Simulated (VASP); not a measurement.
**NaCl: Na into a neighbouring Na vacancy**

How hard is this move in NaCl: Na into a neighbouring Na vacancy? Both ends are relaxed first, then a band of images between them. The start is a computed cell from the Materials Project.

Program: VASP 6.6.1. Level of theory: PBEsol; plane waves and PAW (Cl, Na). Results are calculated unless marked as measured.

Report form: the programs' logs are mostly left out.

## Step 1: The host crystal

The structure is cubic, space group Fm-3m (No. 225). The conventional cell has a = 5.588 Å, b = 5.588 Å, c = 5.588 Å, α = 90.00°, β = 90.00°, γ = 90.00°. Nearest to Cl lie 6 Na at 2.79 Å. Nearest to Na lie 6 Cl at 2.79 Å. Farther neighbours and most contacts between anions are not listed.

## Step 2: Relax the host

The later steps need the crystal at this functional's own lattice; a raised cutoff keeps the stress reliable while the cell changes.

INCAR reads:

```
SYSTEM = NaCl
PREC = Accurate
ENCUT = 350
EDIFF = 1E-06
NELM = 120
ISMEAR = 0
SIGMA = 0.1
LREAL = .FALSE.
ALGO = Normal
GGA = PS
NBANDS = 10
LORBIT = 11
LWAVE = .FALSE.
LCHARG = .FALSE.
KPAR = 6
IBRION = 2
NSW = 40
ISIF = 3
EDIFFG = -0.02
POTIM = 0.4
```

POSCAR reads:

```
NaCl
1.0
    0.0000000000      2.7940632177      2.7940632177
    2.7940632177      0.0000000000      2.7940632177
    2.7940632177      2.7940632177      0.0000000000
Cl Na
1 1
Direct
    0.5000000000      0.5000000000      0.5000000000
    0.0000000000      0.0000000000      0.0000000000
```

KPOINTS reads:

```
Automatic mesh
0
Gamma
6 6 6
0 0 0
```

The projector-augmented-wave data sets are Cl and Na (PBE family, release 64).

On the command line:

```
$ mpirun -np 6 vasp_std
```

Wall time 2.4 s (6 MPI ranks of AMD EPYC 9R45, shared host); peak memory 0.66 GiB; 11 s of CPU time.

The gap is read on the k-mesh alone, so it is an upper bound where the band edges lie off the mesh. The PAW data sets were made with PBE, which is usual practice but a small mismatch for other functionals. The data set Na keeps the semicore shell frozen, which is cheaper and a little less accurate. The run keeps the 48 symmetry operations of its start, so it cannot find a distortion of lower symmetry.

Relaxation path:

| step | energy less that of the first step (eV) | largest force (eV/Å) | pressure (GPa) | volume (Å³) |
| --- | --- | --- | --- | --- |
| 1 | 0.0000 | 0.0000 | -0.41 | 43.63 |
| 2 | -0.0006 | 0.0000 | -0.23 | 43.35 |
| 3 | -0.0009 | 0.0000 | -0.01 | 42.98 |

| conventional cell, symmetrised | before | after | change |
| --- | --- | --- | --- |
| a (Å) | 5.588 | 5.560 | -0.5 % |
| b (Å) | 5.588 | 5.560 | -0.5 % |
| c (Å) | 5.588 | 5.560 | -0.5 % |
| volume (Å³/atom) | 21.81 | 21.49 | -1.5 % |

The relaxed structure:

```cif
data_structure
_symmetry_space_group_name_H-M 'P 1'
_symmetry_Int_Tables_number 1
_cell_length_a 3.9317
_cell_length_b 3.9317
_cell_length_c 3.9317
_cell_angle_alpha 60.000
_cell_angle_beta 60.000
_cell_angle_gamma 60.000
_cell_volume 42.98
loop_
_atom_site_label
_atom_site_type_symbol
_atom_site_fract_x
_atom_site_fract_y
_atom_site_fract_z
_atom_site_occupancy
Cl1 Cl 0.50000 0.50000 0.50000 1
Na2 Na 0.00000 0.00000 0.00000 1
```

Numbers from this step:

```
electronic cycles              : 24
electrons                      : 8
free energy (TOTEN)            : -7.052 eV
Fermi energy                   : 0.1386 eV
metallic                       : no
gap on the k-mesh              : 5.088 eV
least direct gap on the k-mesh : 5.088 eV
```

The run ended after 3 ionic steps, 0.001 eV below its first step, once forces and stress met EDIFFG = -0.02.

## Step 3: Relax the start

System of this step: Na26Cl27. The cell holds 53 atoms: 27 Cl and 26 Na. Cell: a = 11.795 Å, b = 11.795 Å, c = 11.795 Å, α = 60.0°, β = 60.0°, γ = 60.0°. It derives from NaCl. Nearest the centre at fractional (0.000, 0.000, 0.167): Na28 at 1.95 Å, Cl7 at 1.97 Å, Cl19 at 1.99 Å, Na36 at 3.37 Å, Na34 at 3.38 Å, Cl25 at 3.40 Å, Na30 at 3.41 Å, Cl3 at 3.41 Å. The cell carries charge −1.

A path needs two true minima; the start is relaxed with symmetry off.

This cell carries charge -1, set by NELECT and balanced by a uniform background.

INCAR reads:

```
SYSTEM = Na26Cl27
PREC = Normal
ENCUT = 280
EDIFF = 1E-05
NELM = 120
ISMEAR = 0
SIGMA = 0.05
LREAL = Auto
ALGO = Fast
GGA = PS
NELECT = 216
NBANDS = 150
LORBIT = 11
LWAVE = .FALSE.
LCHARG = .FALSE.
NCORE = 6
IBRION = 2
NSW = 60
ISIF = 2
EDIFFG = -0.05
POTIM = 0.4
MAXMIX = 40
ISYM = 0
```

POSCAR reads:

```
Na26Cl27
1.0
    0.0000000000      8.3404434717      8.3404434717
    8.3404434717      0.0000000000      8.3404434717
    8.3404434717      8.3404434717      0.0000000000
Cl Na
27 26
Direct
    0.1676336069      0.1664920994      0.1676699290
    0.1698498160      0.1645539031      0.4989878525
    0.1684443225      0.1657632388      0.8329491720
    0.1670035825      0.5009740768      0.1663979061
    0.1667762830      0.4987342838      0.4994997332
    0.1656456408      0.5003197280      0.8344496110
    0.1673055517      0.8327139729      0.1654110466
    0.1697557003      0.8326583783      0.5000140719
    0.1674428570      0.8321380475      0.8280273761
    0.5010229136      0.1661648811      0.1661560591
    0.4956747330      0.1700864543      0.5016586924
    0.4991211436      0.1691355186      0.8357629538
    0.4988410640      0.5015605088      0.1638735943
    0.4975785547      0.5007830992      0.4994783115
    0.4988358198      0.5009285333      0.8322320425
    0.4993211531      0.8327981161      0.1674308478
    0.5007412881      0.8333614246      0.5013956892
    0.5012570584      0.8308738447      0.8338307434
    0.8320906166      0.1701022337      0.1653392864
    0.8314838095      0.1677634740      0.4988550814
    0.8324179155      0.1652268426      0.8349028922
    0.8343407233      0.4978733658      0.1661378712
    0.8319847558      0.4973948612      0.5031698704
    0.8341399235      0.4984799541      0.8354633902
    0.8355112810      0.8317631387      0.1662925652
    0.8300686183      0.8330447162      0.5024369036
    0.8338602914      0.8346655661      0.8317372998
   -0.0036204851      0.0007545390      0.3330431170
   -0.0010122572     -0.0005230170      0.6693089691
    0.0010970960      0.3333594494     -0.0000286311
   -0.0008567709      0.3339627102      0.3348051449
   -0.0011225583      0.3290584465      0.6703208477
   -0.0015031497      0.6647518951      0.0015822825
   -0.0001458553      0.6688806250      0.3319174467
    0.0024142468      0.6671751508      0.6658570186
    0.3300086068     -0.0003065399      0.0012247875
    0.3302720557      0.0014101305      0.3361277373
    0.3339525736      0.0014241577      0.6655884309
    0.3324523750      0.3325007623      0.0009139292
    0.3323291356      0.3359343032      0.3318583661
    0.3267211516      0.3340316107      0.6696227214
    0.3344484949      0.6631513333      0.0049945802
    0.3345310431      0.6634529452      0.3335479439
    0.3341605197      0.6671151969      0.6650047107
    0.6672741307     -0.0010307827      0.0000588862
    0.6661564363     -0.0017687843      0.3330766351
    0.6640010104      0.0000449459      0.6666373435
    0.6647914090      0.3350793364      0.0017477244
    0.6652747398      0.3341772429      0.3337160645
    0.6651055631      0.3321144966      0.6689049905
    0.6636933758      0.6671075289      0.0015574551
    0.6692291563      0.6680063683      0.3298343339
    0.6657048323      0.6625020966      0.6680123558
```

KPOINTS reads:

```
Automatic mesh
0
Gamma
1 1 1
0 0 0
```

On the command line:

```
$ mpirun -np 6 vasp_gam
```

The job ended after 28 s (6 MPI ranks; peak memory 0.83 GiB).

Step by step:

| step | energy less that of the first step (eV) | largest force (eV/Å) |
| --- | --- | --- |
| 1 | 0.0000 | 0.3987 |
| 2 | -0.0706 | 0.3413 |
| 3 | -0.2047 | 0.1658 |
| 4 | -0.1114 | 0.3807 |
| 5 | -0.2282 | 0.1595 |
| 6 | -0.2424 | 0.1229 |
| 7 | -0.2612 | 0.0448 |

The atoms that moved most (Å):

| atom | dx | dy | dz | length |
| --- | --- | --- | --- | --- |
| Na42 | 0.041 | -0.112 | 0.014 | 0.120 |
| Cl7 | 0.017 | 0.101 | -0.008 | 0.102 |
| Cl21 | 0.005 | -0.099 | 0.008 | 0.100 |
| Cl25 | 0.011 | -0.013 | -0.096 | 0.098 |
| Na48 | -0.079 | 0.051 | 0.000 | 0.094 |
| Na33 | 0.050 | -0.004 | 0.078 | 0.093 |
| Cl19 | 0.086 | 0.013 | -0.027 | 0.091 |
| Na38 | 0.046 | 0.008 | -0.072 | 0.086 |

A gap read on the k-mesh alone can miss the band edges.

Numbers from this step:

| Property | Result |
| --- | --- |
| electronic cycles | 86 |
| electrons | 216 |
| free energy (TOTEN) | -183.6330 eV |
| Fermi energy | -0.0043 eV |
| gap on the k-mesh | 4.974 eV |
| least direct gap on the k-mesh | 4.974 eV |

The run ended after 7 ionic steps, 0.261 eV below its first step, once the forces on the free atoms met EDIFFG = -0.05.

## Step 4: Relax the end

The end state is relaxed in the same way, so that both ends share their errors.

This cell carries charge -1, set by NELECT and balanced by a uniform background.

INCAR is that of step 3.

POSCAR reads:

```
Na26Cl27
1.0
    0.0000000000      8.3404434717      8.3404434717
    8.3404434717      0.0000000000      8.3404434717
    8.3404434717      8.3404434717      0.0000000000
Cl Na
27 26
Direct
    0.1674633510      0.1653024746      0.1680271013
    0.1685382911      0.1664739740      0.4986835285
    0.1684866943      0.1653482131      0.8362432073
    0.1671389825      0.4993538360      0.1658922585
    0.1667088716      0.5003749574      0.4998857898
    0.1689755844      0.4963128840      0.8330138277
    0.1704173496      0.8327415376      0.1644452818
    0.1651510529      0.8326135257      0.5019020664
    0.1629131452      0.8343548786      0.8391976745
    0.4991749672      0.1637635258      0.1677002718
    0.5007176700      0.1688895372      0.4981814975
    0.4956456302      0.1711210374      0.8311861653
    0.5034712919      0.4969318183      0.1658562357
    0.5002576602      0.5041268314      0.4971882196
    0.4967483392      0.5041456543      0.8340317221
    0.4992615447      0.8310368493      0.1673486024
    0.4962443138      0.8363790241      0.5014316383
    0.4983353930      0.8344240801      0.8334451195
    0.8324456544      0.1647474381      0.1672343128
    0.8332102813      0.1659894591      0.4996269323
    0.8338170237      0.1679891426      0.8321467973
    0.8327599405      0.4989792777      0.1669123800
    0.8330705259      0.5015068298      0.4972306118
    0.8342396475      0.4999551379      0.8306384897
    0.8299498754      0.8318746846      0.1690906678
    0.8314469455      0.8318328958      0.5025088090
    0.8302188586      0.8337472607      0.8347666029
   -0.0000858193      0.0005717024     -0.0003421445
    0.0033755034     -0.0048206511      0.6676368078
    0.0021625917      0.3303199376     -0.0006786366
   -0.0008683079      0.3340583865      0.3333872758
   -0.0003761025      0.3353370221      0.6652523299
   -0.0003869754      0.6672383623     -0.0016984944
   -0.0018423965      0.6664407804      0.3346264081
   -0.0040896848      0.6682843867      0.6665351640
    0.3316876318      0.0017128304     -0.0016180564
    0.3333798687     -0.0022401606      0.3354419346
    0.3315366958     -0.0040964870      0.6692622586
    0.3279037322      0.3370128235      0.0037542687
    0.3301196097      0.3322800688      0.3364515419
    0.3330677649      0.3325199512      0.6689833918
    0.3331640434      0.6646567434      0.0013346586
    0.3322374411      0.6661441015      0.3349071341
    0.3336823241      0.6642184536      0.6657766835
    0.6665764553      0.0019656142      0.0004357215
    0.6658816728     -0.0010926015      0.3347487520
    0.6676341971     -0.0017101470      0.6699787607
    0.6666111032      0.3322348088     -0.0003229216
    0.6673246118      0.3319777813      0.3330067702
    0.6653300951      0.3354466309      0.6680037218
    0.6668872291      0.6698913325     -0.0009417611
    0.6660169404      0.6664381015      0.3320447269
    0.6650819841      0.6681671937      0.6648910527
```

KPOINTS is that of step 3.

On the command line:

```
$ mpirun -np 6 vasp_gam
```

The job ended after 29 s (6 MPI ranks; peak memory 0.82 GiB; 2.8 min of CPU time).

Step by step:

| step | energy less that of the first step (eV) | largest force (eV/Å) |
| --- | --- | --- |
| 1 | 0.0000 | 0.4092 |
| 2 | -0.0888 | 0.3448 |
| 3 | -0.2401 | 0.1826 |
| 4 | -0.1717 | 0.3782 |
| 5 | -0.2734 | 0.1252 |
| 6 | -0.2734 | 0.1319 |
| 7 | -0.2881 | 0.1057 |
| 8 | -0.3069 | 0.0478 |

The atoms that moved most (Å):

| atom | dx | dy | dz | length |
| --- | --- | --- | --- | --- |
| Cl20 | 0.109 | 0.008 | -0.001 | 0.109 |
| Cl8 | -0.010 | 0.091 | -0.001 | 0.092 |
| Cl19 | 0.004 | -0.090 | 0.013 | 0.091 |
| Cl1 | 0.001 | -0.013 | 0.086 | 0.087 |
| Na47 | -0.052 | -0.036 | 0.056 | 0.084 |
| Na37 | -0.002 | -0.068 | -0.049 | 0.084 |
| Na31 | -0.058 | 0.005 | -0.061 | 0.084 |
| Na34 | 0.048 | -0.002 | 0.069 | 0.084 |

This step gave:

* electronic cycles: 92
* free energy (TOTEN): -183.6314 eV
* Fermi energy: -0.0128 eV
* gap on the k-mesh: 4.980 eV
* least direct gap on the k-mesh: 4.980 eV

The run ended after 8 ionic steps, 0.307 eV below its first step, once the forces on the free atoms met EDIFFG = -0.05.

(Part 1 of 2 ends here.)

[Lines on the potential files, build, host, timing and source positions are cut from VASP's logs without a mark.]

[Logs are printed without paths, hosts, clocks, repeated set-up lines and the standing remarks that a program may print on its own settings, such as how far it seeks lower states.]

[Hosts, paths, dates, database ids (printed as entryN), source tags and the programs' standing remarks are cut or masked in the printed files.]

[Runs that stopped without an error message from VASP are left out.]
